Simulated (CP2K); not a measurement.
## BN in CP2K: the effect of pseudo set

BN:

```xyz
2
Lattice="4.1121 0.0000 0.0000 1.1410 2.2263 0.0000 2.9711 -0.8190 2.0702" Properties=species:S:1:pos:R:3 pbc="T T T"
N     4.4924    1.2112    0.6901
B     2.9712   -0.8189    2.0701
```

Measurements of this composition are mostly on another form, of space group No. 194.

Alike in all runs:

| Item | Value |
| --- | --- |
| Program | CP2K 2026.2 |
| Task | single point |
| Functional | PBE |
| Density cutoff | 6123 eV |
| k mesh | 13 × 13 × 13 |
| Occupations | fermi-dirac, width 0.05 eV |
| Spin | no spin polarisation |

```tsv
pseudo set	gap on the mesh (eV)	pressure (GPa)
PBE	3.95	4.0
PADE	?	?
BLYP	3.94	3.8
SCAN	3.95	2.0
PBE0	3.96	3.7
```

Question: What does the run with pseudo set PADE give?

Answer: gap on the mesh 3.96 eV; pressure -2.6 GPa.

Caveats: an odd mesh through Γ misses points on the zone boundary, where band edges often lie; the basis of atomic orbitals isn't converged, which shifts pressures, moduli and gaps; the potentials were made for another functional, which shifts forces and pressure (some runs).
